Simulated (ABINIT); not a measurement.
InSe:

```
CELL_PARAMETERS angstrom
4.05000 0.00000 0.00000
-2.02500 3.50740 0.00000
0.00000 0.00000 16.93000
ATOMIC_POSITIONS crystal
In 0.66667 0.33333 0.84300
In 0.33333 0.66667 0.34300
In 0.66667 0.33333 0.65700
In 0.33333 0.66667 0.15700
Se 0.66667 0.33333 0.39800
Se 0.33333 0.66667 0.89800
Se 0.66667 0.33333 0.10200
Se 0.33333 0.66667 0.60200
```

```yaml
Program: ABINIT 10.8.3 (patched build)
Task: single point
Functional: PBEsol
Potentials_or_basis: JTH PAW PBE v2.0
Cutoff: 599 eV
k_mesh: 8 × 8 × 2
Occupations: fermi-dirac, width 0.05 eV
Spin: no spin polarisation
```

On this cell: pressure 5.1 GPa; largest force 2.738 eV/Å; band gap on the k mesh none (metal or under the smearing width).

The same run follows on a disturbed copy (atoms moved at random, drawn with an rms of 0.05 Å):

```
In Se
1.0
     4.05000    0.00000    0.00000
    -2.02500    3.50740    0.00000
     0.00000    0.00000   16.93000
In Se
4 4
Direct
  0.65818 0.31784 0.84205
  0.30705 0.64655 0.34330
  0.66958 0.33814 0.66045
  0.32976 0.66256 0.15715
  0.66822 0.33429 0.39558
  0.34286 0.65814 0.89473
  0.65615 0.33118 0.10220
  0.32583 0.66609 0.60270
```

Q: What changes?

A: The energy (extrapolated to zero smearing) moves by +14.1 meV/atom; pressure 5.5 GPa; largest force 3.252 eV/Å; band gap on the k mesh none (metal or under the smearing width).

Forces in eV/Å, atoms in the order of the input:
```
In   0.552  0.231 -2.831
In   0.899  0.783 -3.026
In  -0.277 -0.209  2.462
In  -0.312  0.087  2.765
Se  -0.876 -0.764  2.103
Se  -0.591 -0.193  2.023
Se   0.308 -0.091 -1.851
Se   0.297  0.157 -1.644
```

Stress tensor (GPa, compression positive):
```
 8.64  0.12 -1.27
 0.12  7.48 -0.50
-1.27 -0.50  0.47
```

Caveats: the PAW data sets were made with another functional, which shifts forces and pressure a little; this functional lacks dispersion, which binds the layers, so the pressure and a relaxed spacing across them are unreliable (some runs); the atomic spheres overlap (some runs).
